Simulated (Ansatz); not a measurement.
MgO: clamped-ion strain scan

Level of theory: DFT PBE, scalar-relativistic, plane waves, PAW (Ansatz). Cutoff 420 eV, Γ-centred 10×10×10 k-points, Gaussian smearing of 0.05 eV. No spin polarisation. Energies are free energies at this smearing, counted from the undisturbed cell; pressure is positive in compression.

The undisturbed cell (relaxed at this level):

```xyz
2
Lattice="0.0000 2.1269 2.1269 2.1269 0.0000 2.1269 2.1269 2.1269 0.0000" Properties=species:S:1:pos:R:3 pbc="T T T"
Mg    0.0000    0.0000    0.0000
O     2.1269    2.1269    2.1269
```

The cell is strained by ε times the Voigt pattern (0, 0, 1, 0, 0, 0) (xx, yy, zz, yz, xz, xy; engineering shear) with fractional coordinates fixed.

```csv
ε,ΔE (meV/atom),"stress summed along the pattern (GPa, tension positive)",pressure (GPa)
-0.0600,37.4,-23.55,11.9
-0.0450,19.7,-16.02,8.3
-0.0300,8.2,-9.69,5.1
-0.0150,1.9,-4.40,2.4
0.0000,0.0,0.00,0.0
0.0150,1.7,3.65,-2.1
0.0300,6.4,6.65,-3.9
0.0450,13.5,9.09,-5.5
0.0525,17.8,10.12,-6.2
0.0600,22.6,11.05,-6.9
```